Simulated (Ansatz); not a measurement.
**Relaxing PbSe in the PbO-type structure**

Method: PBE, scalar-relativistic; no spin polarisation; PAW, 420 eV, 6×6×8 k-mesh, Gaussian smearing of 0.05 eV; code Ansatz. The datasets are Ansatz's generated set soft_2.

The start was a prototype's sites filled with these elements. The Crystallography Open Database lists the compound in space group Fm-3m (rock salt), so this is a trial structure.

Starting cell:

```
Pb Se
1.0
     5.11758    0.00000    0.00000
     0.00000    5.11758    0.00000
     0.00000    0.00000    6.44858
Pb Se
2 2
Direct
  0.50000 0.00000 0.23680
  0.00000 0.50000 0.76320
  0.00000 0.00000 0.00000
  0.50000 0.50000 0.00000
```

The steps in volume:

```csv
run,level,k-mesh,kind,V (Å³/atom),P (GPa),E − E(final) (meV/atom),gap on the mesh (eV)
1,PBE,8×8×6,cell and atoms relaxed,30.20,0.0,-0.1,0.48
2,PBE,6×6×8,cell and atoms relaxed,30.20,0.0,0.0,0.43
```

The final structure (symmetry read at 0.01 Å). Symmetry: P4/nmm, No. 129, tetragonal system. The conventional cell has a = 5.349 Å, b = 5.349 Å, c = 4.221 Å, α = 90.00°, β = 90.00°, γ = 90.00°. Pb (site symmetry 4mm) is surrounded by 4 Se at 2.99 Å. Around Se (site symmetry -4m2) lie 4 Pb at 2.99 Å. (Neighbours are counted to 15 % beyond the shortest distance.)

```csv
atom,site,symmetry,x,y,z
Pb,2c,4mm,0.5000,0.0000,0.3182
Se,2a,-4m2,0.0000,0.0000,0.0000
```

- At the final geometry the gap, band path included, is 0.43 eV.
- The elastic tensor is not positive definite, so the structure is mechanically unstable (smallest eigenvalue -56 GPa).
- Against the elements' standard states, run alike and uncorrected, the formation energy is -0.39 eV/atom.
- The runs in the table took roughly 6 core-minutes.

**What lies behind the numbers.**

Within 0.6 eV of the edges the projected states are 85 % Se 4p at the top of the valence band and 84 % Pb 6p at the bottom of the conduction band. Spin–orbit coupling, left out here, shifts 6p levels by as much as this gap and could close it. The lowest excitation takes an electron from Se back to Pb, as in polar semiconductors.

Bader charges against formal ones: Pb +0.84 (+2), Se −0.84 (−2). The cations give up 42 % of the formal charge; Bader charges stay under formal ones because the anions' density reaches into the cations' basins, the more so the higher the formal charge and the softer the anion.

No spin–orbit coupling, a notable omission for heavy elements.
